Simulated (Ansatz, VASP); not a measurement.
**ZnS in VASP and in Ansatz**

```
Zn S
1.0
     0.00000    2.68387    2.68387
     2.68387    0.00000    2.68387
     2.68387    2.68387    0.00000
Zn S
1 1
Cartesian
  4.0258 4.0258 4.0258
  0.0000 0.0000 0.0000
```

Change from the starting cell: volume scaled by 0.98.

Alike in both runs: task single point; functional PBE; k mesh 9 × 9 × 9; occupations fermi-dirac, width 0.05 eV; no spin polarisation.

```csv
,VASP,Ansatz
version,VASP 6.6.1,Ansatz 0.2.0
potentials or method,"VASP PAW PBE potentials, release 64 (Zn, S)",Ansatz PAW
plane-wave cutoff (eV),520,420
valence electrons in the cell,18,18
```

|  | VASP | Ansatz | Ansatz less VASP |
| --- | --- | --- | --- |
| gap on the k mesh at the Fermi level (eV) | 2.20 | 2.20 | -0.006 |
| least direct gap on the mesh (eV) | 2.20 | 2.20 | -0.006 |
| pressure (GPa) | 3.4 | 3.2 | -0.17 |

The functional is the same, so the differences come from potentials, cutoffs and numerics.

Caveats: odd divisions of the mesh miss points on the zone boundary, where band edges often lie, so the gap on the mesh can be too wide (Ansatz).
